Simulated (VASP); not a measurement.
# GeSe (Pnma) in VASP: notebook, part 3 of 4

VASP 6.6.1.

## Step 4: Dielectric tensor, PBE

This run uses another cell than the first one, of 24.58 Å³/atom, 1.045 times its volume.

INCAR

```
PREC = Accurate
ENCUT = 600
EDIFF = 1E-8
ISMEAR = 0
SIGMA = 0.03
LREAL = F
LASPH = T
NELM = 80
ALGO = Fast
ISIF = 2
LWAVE = F
LCHARG = F
GGA = PE
LEPSILON = T
KPAR = 2
```

KPOINTS

```
Automatic mesh
0
Monkhorst-Pack
  4 10 8
```

POSCAR

```
GeSe                                    
1.0
   11.1847311918      0.0000000000      0.0000000000
    0.0000000000      3.8823312954      0.0000000000
    0.0000000000      0.0000000000      4.5288089830
  Ge              Se            
     4     4
Direct
     0.1264057162717563    0.7500000000000000    0.8800673579383235
     0.6264057162717560    0.7500000000000000    0.6199326420616765
     0.3735942837282437    0.2500000000000000    0.3800673579383235
     0.8735942837282440    0.2500000000000000    0.1199326420616765
     0.8527351467266793    0.7500000000000000    0.5006932214350869
     0.3527351467266794    0.7500000000000000    0.9993067785649130
     0.6472648532733207    0.2500000000000000    0.0006932214350867
     0.1472648532733207    0.2500000000000000    0.4993067785649133
```

Potentials or basis: VASP PAW PBE potentials, release 64 (Ge_d, Se).

The run is started by

```console
> cat potpaw_PBE.64/Ge_d/POTCAR potpaw_PBE.64/Se/POTCAR > POTCAR
> mpirun -np 2 vasp_std > vasp.out
```

OUTCAR:

```text
PREC = Accurate
   ENCUT = 600
   EDIFF = 1E-8
   ISMEAR = 0
   LREAL = F
   LASPH = T
   NELM = 80
   ISIF = 2
   GGA = PE
   LEPSILON = T

 ion  position               nearest neighbor table
   1  0.126  0.750  0.880-   6 2.59   8 2.61   8 2.61
   2  0.626  0.750  0.620-   5 2.59   7 2.61   7 2.61
   3  0.374  0.250  0.380-   8 2.59   6 2.61   6 2.61
   4  0.874  0.250  0.120-   7 2.59   5 2.61   5 2.61
   5  0.853  0.750  0.501-   2 2.59   4 2.61   4 2.61
   6  0.353  0.750  0.999-   1 2.59   3 2.61   3 2.61
   7  0.647  0.250  0.001-   4 2.59   2 2.61   2 2.61
   8  0.147  0.250  0.499-   3 2.59   1 2.61   1 2.61

  LATTYP: Found a simple orthorhombic cell.
 ALAT       =     3.8823312954
 B/A-ratio  =     1.1665179085
 C/A-ratio  =     2.8809316724

  Lattice vectors:

 A1 = (   0.0000000000,   3.8823312954,   0.0000000000)
 A2 = (   0.0000000000,   0.0000000000,   4.5288089830)
 A3 = (  11.1847311918,   0.0000000000,   0.0000000000)

Analysis of symmetry for initial positions (statically):
=====================================================================
[... 1510 lines left out ...]
 PIEZOELECTRIC TENSOR (including local field effects)  for field in x, y, z        (C/m^2)
          XX          YY          ZZ          XY          YZ          ZX
  --------------------------------------------------------------------------------
  x     0.00000     0.00000     0.00000     0.00000     0.00000     0.00000
  y     0.00000     0.00000     0.00000     0.00000     0.00000     0.00000
  z     0.00000     0.00000     0.00000     0.00000     0.00000     0.00000

 BORN EFFECTIVE CHARGES (including local field effects) (in |e|, cummulative output)
 ---------------------------------------------------------------------------------
 ion    1
    1     2.29891     0.00000     0.17722
    2     0.00000     3.16648     0.00000
    3     0.86900     0.00000     2.45279
 ion    2
    1     2.29891     0.00000    -0.17722
    2     0.00000     3.16648     0.00000
    3    -0.86900     0.00000     2.45279
 ion    3
    1     2.29891     0.00000    -0.17722
    2     0.00000     3.16648     0.00000
    3    -0.86900     0.00000     2.45279
 ion    4
    1     2.29891     0.00000     0.17722
    2     0.00000     3.16648     0.00000
    3     0.86900     0.00000     2.45279
 ion    5
    1    -2.29891     0.00000     0.59794
    2     0.00000    -3.16648     0.00000
    3     0.83211     0.00000    -2.45279
 ion    6
    1    -2.29891     0.00000    -0.59794
    2     0.00000    -3.16648     0.00000
    3    -0.83211     0.00000    -2.45279
 ion    7
    1    -2.29891     0.00000    -0.59794
    2     0.00000    -3.16648     0.00000
    3    -0.83211     0.00000    -2.45279
 ion    8
    1    -2.29891     0.00000     0.59794
    2     0.00000    -3.16648     0.00000
    3     0.83211     0.00000    -2.45279
```

OSZICAR:

```text
[... 13 lines left out ...]
RMM:   8    -0.803967174922E+01   -0.27631E-02    0.58152E-03  7198   0.820E-02    0.147E-02
RMM:   9    -0.804022126595E+01   -0.54952E-03    0.39713E-03  7546   0.368E-02    0.303E-03
RMM:  10    -0.804077212741E+01   -0.55086E-03    0.20527E-03  7986   0.128E-02    0.136E-03
RMM:  11    -0.804084116255E+01   -0.69035E-04    0.80705E-04  7462   0.558E-03    0.639E-04
RMM:  12    -0.804089540245E+01   -0.54240E-04    0.43563E-04  7332   0.238E-03    0.199E-04
RMM:  13    -0.804092013342E+01   -0.24731E-04    0.18417E-04  7874   0.118E-03    0.108E-04
RMM:  14    -0.804092868177E+01   -0.85483E-05    0.11410E-04  7571   0.693E-04    0.469E-05
RMM:  15    -0.804093372605E+01   -0.50443E-05    0.53248E-05  6869   0.407E-04    0.187E-05
RMM:  16    -0.804093534775E+01   -0.16217E-05    0.43490E-05  5909   0.275E-04    0.815E-06
```

It took 27 min on 2 MPI ranks of Intel Xeon 6975P-C (Granite Rapids), shared host; peak memory 1.3 GiB.

What came out:

```yaml
Electronic_dielectric_tensor_diagonal: 12.86, 15.93, 14.65
Born_charges_mean_of_the_diagonal: Ge +2.64; Se -2.64 e
```

Electronic dielectric tensor:
```
12.86  0.00  0.00
 0.00 15.93  0.00
 0.00  0.00 14.65
```

Born effective charge tensors (e):
atom 1, Ge
```
2.30 0.00 0.18
0.00 3.17 0.00
0.87 0.00 2.45
```
atom 2, Ge
```
 2.30  0.00 -0.18
 0.00  3.17  0.00
-0.87  0.00  2.45
```
atom 3, Ge
```
 2.30  0.00 -0.18
 0.00  3.17  0.00
-0.87  0.00  2.45
```
atom 4, Ge
```
2.30 0.00 0.18
0.00 3.17 0.00
0.87 0.00 2.45
```
atom 5, Se
```
-2.30  0.00  0.60
 0.00 -3.17  0.00
 0.83  0.00 -2.45
```
atom 6, Se
```
-2.30  0.00 -0.60
 0.00 -3.17  0.00
-0.83  0.00 -2.45
```
atom 7, Se
```
-2.30  0.00 -0.60
 0.00 -3.17  0.00
-0.83  0.00 -2.45
```
atom 8, Se
```
-2.30  0.00  0.60
 0.00 -3.17  0.00
 0.83  0.00 -2.45
```

## Step 5: Band structure, PBE

INCAR

```
PREC = Accurate
ENCUT = 520
EDIFF = 1E-7
ISMEAR = 0
SIGMA = 0.03
LREAL = F
LASPH = T
NELM = 80
ALGO = Fast
ISIF = 2
LWAVE = F
LCHARG = F
GGA = PE
NBANDS = 50
KPAR = 2
```

KPOINTS

```
Automatic mesh
0
Gamma
  4 8 6
```

POSCAR

```
GeSe                                    
1.0
   10.9655862498      0.0000000000      0.0000000000
    0.0000000000      3.8827657750      0.0000000000
    0.0000000000     -0.0000000000      4.4200472921
  Ge              Se            
     4     4
Direct
     0.1233927516312001    0.7500000000000000    0.8875163003595742
     0.6233927516312001    0.7500000000000000    0.6124836996404259
     0.3766072483687999    0.2500000000000000    0.3875163003595742
     0.8766072483687999    0.2500000000000000    0.1124836996404258
     0.8548942551904906    0.7500000000000000    0.5018587096336309
     0.3548942551904906    0.7500000000000000    0.9981412903663692
     0.6451057448095094    0.2500000000000000    0.0018587096336308
     0.1451057448095094    0.2500000000000000    0.4981412903663692
```

KPOINTS_OPT

```
explicit points
318
Reciprocal
 0.0000000000  0.0000000000  0.0000000000 1
 0.0000000000  0.0263157895  0.0000000000 1
 0.0000000000  0.0526315789  0.0000000000 1
 0.0000000000  0.0789473684  0.0000000000 1
 0.0000000000  0.1052631579  0.0000000000 1
 0.0000000000  0.1315789474  0.0000000000 1
[... 310 lines left out ...]
 0.0000000000  0.5000000000  0.0243984500 1
 0.0000000000  0.5000000000 -0.0243984500 1
```

The run is started by

```console
> cat potpaw_PBE.64/Ge_d/POTCAR potpaw_PBE.64/Se/POTCAR > POTCAR
> mpirun -np 2 vasp_std > vasp.out
```

Wall time 24 min (2 MPI ranks of Intel Xeon Platinum 8375C at 2.90GHz (Ice Lake), shared host); peak memory 0.82 GiB.

The run converged. Its results:

- Free energy: -33.8552 eV
- Pressure: 0.9 GPa
- Largest force: 0.017 eV/Å
- Band gap on the k mesh: 0.71 eV, indirect (least direct gap 0.92 eV)
- Band gap along the path: 0.70 eV, indirect (least direct gap 0.92 eV)

Forces in eV/Å, atoms in the order of the input:
```
Ge  -0.004  0.000 -0.003
Ge  -0.004  0.000  0.003
Ge   0.004  0.000 -0.003
Ge   0.004  0.000  0.003
Se  -0.017  0.000  0.002
Se  -0.017  0.000 -0.002
Se   0.017  0.000  0.002
Se   0.017  0.000 -0.002
```

Stress tensor (GPa, compression positive):
```
0.97 0.00 0.00
0.00 0.88 0.00
0.00 0.00 0.85
```

Levels at the corners of the path, in eV from the valence-band top:
```csv
point,band 37,band 38,band 39,band 40,band 41,band 42,band 43,band 44
Γ,-1.40,-1.10,-0.84,-0.22,0.71,2.64,2.68,2.70
X,-1.38,-1.38,-1.18,-1.18,1.10,1.10,1.20,1.20
X,-1.38,-1.38,-1.18,-1.18,1.10,1.10,1.20,1.20
S,-2.18,-2.18,-1.51,-1.51,2.83,2.83,3.25,3.25
S,-2.18,-2.18,-1.51,-1.51,2.83,2.83,3.25,3.25
Y,-0.96,-0.96,-0.40,-0.40,1.22,1.22,1.91,1.91
Y,-0.96,-0.96,-0.40,-0.40,1.22,1.22,1.91,1.91
Γ,-1.40,-1.10,-0.84,-0.22,0.71,2.64,2.68,2.70
Γ,-1.40,-1.10,-0.84,-0.22,0.71,2.64,2.68,2.70
Z,-1.70,-1.70,-0.46,-0.46,2.36,2.36,2.41,2.41
Z,-1.70,-1.70,-0.46,-0.46,2.36,2.36,2.41,2.41
U,-1.51,-1.51,-1.51,-1.51,1.47,1.47,1.47,1.47
U,-1.51,-1.51,-1.51,-1.51,1.47,1.47,1.47,1.47
R,-1.49,-1.49,-1.49,-1.49,2.56,2.56,2.56,2.56
R,-1.49,-1.49,-1.49,-1.49,2.56,2.56,2.56,2.56
T,-0.58,-0.58,-0.54,-0.54,1.26,1.26,1.91,1.91
T,-0.58,-0.58,-0.54,-0.54,1.26,1.26,1.91,1.91
Z,-1.70,-1.70,-0.46,-0.46,2.36,2.36,2.41,2.41
Y,-0.96,-0.96,-0.40,-0.40,1.22,1.22,1.91,1.91
T,-0.58,-0.58,-0.54,-0.54,1.26,1.26,1.91,1.91
U,-1.51,-1.51,-1.51,-1.51,1.47,1.47,1.47,1.47
X,-1.38,-1.38,-1.18,-1.18,1.10,1.10,1.20,1.20
S,-2.18,-2.18,-1.51,-1.51,2.83,2.83,3.25,3.25
R,-1.49,-1.49,-1.49,-1.49,2.56,2.56,2.56,2.56
```

## Step 6: Band structure, LDA

INCAR, as its differences from that of step 5:

```diff
@@ -12,3 +12,3 @@
 LCHARG = F
-GGA = PE
+GGA = CA
 NBANDS = 50
```

KPOINTS is that of step 5.

POSCAR is that of step 5.

KPOINTS_OPT is that of step 5.

Potentials or basis: VASP PAW LDA potentials, release 64 (Ge_d, Se).

The run is started by

```console
> cat potpaw_LDA.64/Ge_d/POTCAR potpaw_LDA.64/Se/POTCAR > POTCAR
> mpirun -np 2 vasp_std > vasp.out
```

It took 23 min on 2 MPI ranks of Intel Xeon Platinum 8375C at 2.90GHz (Ice Lake), shared host; peak memory 0.75 GiB.

Results (log left out):

* Free energy: -38.9961 eV
* Pressure: -3.6 GPa
* Largest force: 0.183 eV/Å
* Band gap on the k mesh: 0.65 eV, indirect (least direct gap 0.87 eV)
* Band gap along the path: 0.64 eV, indirect (least direct gap 0.86 eV)

Forces in eV/Å, atoms in the order of the input:
```
Ge   0.134  0.000 -0.124
Ge   0.134  0.000  0.124
Ge  -0.134  0.000 -0.124
Ge  -0.134  0.000  0.124
Se  -0.104  0.000 -0.100
Se  -0.104  0.000  0.100
Se   0.104  0.000 -0.100
Se   0.104  0.000  0.100
```

Stress tensor (GPa, compression positive):
```
-3.49  0.00  0.00
 0.00 -3.63  0.00
 0.00  0.00 -3.67
```

Levels at the corners of the path, in eV from the valence-band top:
```
point  band 37  band 38  band 39  band 40  band 41  band 42  band 43  band 44
    Γ    -1.38    -1.10    -0.85    -0.22     0.64     2.57     2.61     2.65
    X    -1.39    -1.39    -1.19    -1.19     1.01     1.01     1.13     1.13
    X    -1.39    -1.39    -1.19    -1.19     1.01     1.01     1.13     1.13
    S    -2.18    -2.18    -1.51    -1.51     2.77     2.77     3.20     3.20
    S    -2.18    -2.18    -1.51    -1.51     2.77     2.77     3.20     3.20
    Y    -1.00    -1.00    -0.42    -0.42     1.15     1.15     1.84     1.84
    Y    -1.00    -1.00    -0.42    -0.42     1.15     1.15     1.84     1.84
    Γ    -1.38    -1.10    -0.85    -0.22     0.64     2.57     2.61     2.65
    Γ    -1.38    -1.10    -0.85    -0.22     0.64     2.57     2.61     2.65
    Z    -1.68    -1.68    -0.46    -0.46     2.30     2.30     2.35     2.35
    Z    -1.68    -1.68    -0.46    -0.46     2.30     2.30     2.35     2.35
    U    -1.52    -1.52    -1.52    -1.52     1.40     1.40     1.40     1.40
    U    -1.52    -1.52    -1.52    -1.52     1.40     1.40     1.40     1.40
    R    -1.48    -1.48    -1.48    -1.48     2.50     2.50     2.50     2.50
    R    -1.48    -1.48    -1.48    -1.48     2.50     2.50     2.50     2.50
    T    -0.60    -0.60    -0.57    -0.57     1.20     1.20     1.84     1.84
    T    -0.60    -0.60    -0.57    -0.57     1.20     1.20     1.84     1.84
    Z    -1.68    -1.68    -0.46    -0.46     2.30     2.30     2.35     2.35
    Y    -1.00    -1.00    -0.42    -0.42     1.15     1.15     1.84     1.84
    T    -0.60    -0.60    -0.57    -0.57     1.20     1.20     1.84     1.84
    U    -1.52    -1.52    -1.52    -1.52     1.40     1.40     1.40     1.40
    X    -1.39    -1.39    -1.19    -1.19     1.01     1.01     1.13     1.13
    S    -2.18    -2.18    -1.51    -1.51     2.77     2.77     3.20     3.20
    R    -1.48    -1.48    -1.48    -1.48     2.50     2.50     2.50     2.50
```

(Part 3 of 4 ends here.)
